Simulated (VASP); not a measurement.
# VASP 6.6.1 run: CaO

INCAR

```
NELM = 82
LWAVE = .FALSE.
SIGMA = 0.01
ENCUT = 520
LCHARG = .FALSE.
EDIFF = 1E-7
ISIF = 2
IBRION = -1
LASPH = .TRUE.
METAGGA = R2SCAN
ALGO = Normal
LREAL = .FALSE.
NBANDS = 15
ISMEAR = 0
NSW = 0
PREC = Accurate
```

KPOINTS

```
KPOINTS created by Atomic Simulation Environment
0
Gamma
1 1 1
0 0 0
```

POSCAR

```
Ca O
 1.0000000000000000
     0.0000000000000000    2.3016481089999998    2.3016481089999998
     2.3016481089999998    0.0000000000000000    2.3016481089999998
     2.3016481089999998    2.3016481089999998    0.0000000000000000
 Ca  O
   1   1
Cartesian
  0.0000000000000000  0.0000000000000000  0.0000000000000000
  2.3016481089999998  2.3016481089999998  2.3016481089999998
```

The recommended PBE PAW datasets give the neutral cell 16 valence electrons.

Command

```
mpirun -np 1 vasp_std
```

OSZICAR

```
N       E                     dE             d eps       ncg     rms          rms(c)
DAV:   1     0.128055203961E+03    0.12806E+03   -0.87834E+03    30   0.111E+03
DAV:   2    -0.146282036529E+02   -0.14268E+03   -0.12583E+03    37   0.290E+02
DAV:   3    -0.183547234803E+02   -0.37265E+01   -0.37075E+01    30   0.514E+01
DAV:   4    -0.184402383793E+02   -0.85515E-01   -0.85365E-01    37   0.760E+00
DAV:   5    -0.184449998940E+02   -0.47615E-02   -0.47615E-02    30   0.134E+00    0.123E+01
DAV:   6    -0.945597411900E+01    0.89890E+01   -0.11826E+01    30   0.257E+01    0.434E+00
DAV:   7    -0.923105110912E+01    0.22492E+00   -0.28659E+00    30   0.104E+01    0.306E+00
DAV:   8    -0.935741190087E+01   -0.12636E+00   -0.77105E-01    30   0.670E+00    0.167E+00
DAV:   9    -0.929481714452E+01    0.62595E-01   -0.20893E-01    37   0.274E+00    0.384E-01
DAV:  10    -0.929198485595E+01    0.28323E-02   -0.16071E-02    37   0.788E-01    0.527E-02
DAV:  11    -0.929228100716E+01   -0.29615E-03   -0.25810E-04    30   0.134E-01    0.136E-02
DAV:  12    -0.929228076060E+01    0.24656E-06   -0.59281E-06    37   0.216E-02    0.140E-02
DAV:  13    -0.929227375412E+01    0.70065E-05   -0.25172E-05    30   0.291E-02    0.228E-03
DAV:  14    -0.929227396691E+01   -0.21279E-06   -0.54452E-07    30   0.547E-03    0.859E-04
DAV:  15    -0.929227411368E+01   -0.14676E-06   -0.70072E-08    15   0.168E-03    0.204E-04
DAV:  16    -0.929227414281E+01   -0.29132E-07   -0.41415E-09    15   0.423E-04
   1 F= -.92922741E+01 E0= -.92922741E+01  d E =-.266519E-47
```

From OUTCAR

```
k-points           NKPTS =      1   k-points in BZ     NKDIM =      1   number of bands    NBANDS=     15

   NELECT =      16.0000    total number of electrons

   dimension x,y,z NGX =    24 NGY =   24 NGZ =   24
   dimension x,y,z NGXF=    48 NGYF=   48 NGZF=   48

  energy-cutoff  :      520.00
  volume of cell :       24.39
      direct lattice vectors                 reciprocal lattice vectors
     0.000000000  2.301648109  2.301648109    -0.217235640  0.217235640  0.217235640
     2.301648109  0.000000000  2.301648109     0.217235640 -0.217235640  0.217235640
     2.301648109  2.301648109  0.000000000     0.217235640  0.217235640 -0.217235640

 k-points in reciprocal lattice and weights: KPOINTS created by Atomic Simulation Env
   0.00000000  0.00000000  0.00000000       1.000

 E-fermi :   6.0596

 k-point     1 :       0.0000    0.0000    0.0000
  band No.  band energies     occupation
      1     -36.7304      2.00000
      2     -16.4434      2.00000
      3     -16.4434      2.00000
      4     -16.4434      2.00000
      5     -10.7791      2.00000
      6       5.9569      2.00000
      7       5.9569      2.00000
      8       5.9570      2.00000
      9       9.6532      0.00000
     10       9.6532      0.00000
     11       9.6532      0.00000
     12      10.6070      0.00000
     13      11.4440      0.00000
     14      11.4440      0.00000
     15      19.7519      0.00000

  Total       13.9219280     13.9219280     13.9219280      0.0000000      0.0000000      0.0000000
  in kB      914.6673814    914.6673814    914.6673814      0.0000000      0.0000000      0.0000000
  external PRESSURE =     914.6673814 kB  Pullay stress =       0.0000000 kB

 POSITION                                       TOTAL-FORCE (eV/Angst)
 -----------------------------------------------------------------------------------
      0.00000      0.00000      0.00000        -0.000000      0.000000      0.000000
      2.30165      2.30165      2.30165         0.000000      0.000000      0.000000
 -----------------------------------------------------------------------------------
    total drift:                                0.000000     -0.000000     -0.000000

  FREE ENERGIE OF THE ION-ELECTRON SYSTEM (eV)
  ---------------------------------------------------
  free  energy   TOTEN  =        -9.2922741428 eV

  energy  without entropy=       -9.2922741428  energy(sigma->0) =       -9.29227414
```

It converged. Results: gap between bands v and c on the k mesh 3.70 eV; least direct gap on the k mesh 3.70 eV; pressure 91.5 GPa. Band v is the last that the valence electrons fill when counted band by band, and c is the next.

These settings aren't sound, so the numbers aren't properties of the crystal.

The fault: one k point for a small cell.

On sound settings r²SCAN gives a gap of 4.11 eV on its mesh and a pressure of 20.5 GPa for the intended cell. This run's energy (σ→0) differs from it by 4982 meV an atom.

The run took about 7.9 s on one core of a shared host (Intel Xeon Platinum 8488C) and held 0.14 GiB at most.
